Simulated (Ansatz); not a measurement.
# Pd: the cost of one run

Method: DFT PBE, scalar-relativistic, plane waves, PAW, in Ansatz 0.2.0.

**1. The starting structure**

It takes space group R-3m (No. 166, trigonal). Conventional cell: a = 2.925 Å, b = 2.925 Å, c = 21.206 Å, α = 90.00°, β = 90.00°, γ = 120.00°. Pd (site symmetry -3m) is surrounded by 12 Pd at 2.90 to 2.93 Å. Pd (site symmetry 3m) has 12 Pd at 2.90 to 2.93 Å as nearest neighbours.

Coordinates:

```cif
data_structure
_symmetry_space_group_name_H-M 'P 1'
_symmetry_Int_Tables_number 1
_cell_length_a 7.2677
_cell_length_b 7.2677
_cell_length_c 7.2677
_cell_angle_alpha 23.220
_cell_angle_beta 23.220
_cell_angle_gamma 23.220
_cell_volume 52.38
loop_
_atom_site_label
_atom_site_type_symbol
_atom_site_fract_x
_atom_site_fract_y
_atom_site_fract_z
_atom_site_occupancy
Pd1 Pd 0.00000 0.00000 0.00000 1
Pd2 Pd 0.22222 0.22222 0.22222 1
Pd3 Pd 0.77778 0.77778 0.77778 1
```

(A quick probe on a coarse mesh, which set the mesh and smearing, is not shown.)

**3. A loose first relaxation**

Input file input.yaml:

```yaml
crystal:
  lattice:
    - [1.4626119918, 0.8444394272, 7.0687119811]
    - [-1.4626119918, 0.8444394272, 7.0687119811]
    - [0.0, -1.6888788544, 7.0687119811]
  atoms:
    - { symbol: Pd, position: [0.0, 0.0, 0.0] }
    - { symbol: Pd, position: [0.22222, 0.22222, 0.22222] }
    - { symbol: Pd, position: [0.77778, 0.77778, 0.77778] }
basis:
  ecutwfc: 420
kpoints:
  mp_grid: { grid: [6, 6, 6] }
hamiltonian:
  xc: pbe
scf:
  occupations: { method: gaussian, width: 0.1 }
  lower_state_search: "off"
output:
  forces: true
  stress: true
  eigenvalues: true
relax:
  adjacent_minimum: "off"
  f_tol: 0.04
  max_steps: 70
  cell: { stress_tol: 0.4 }
```

**Question.** How long does this run take on 1 thread of an x86-64 CPU, shared host, and how much memory does it need?

About 10 s, with a peak of 0.41 GiB.
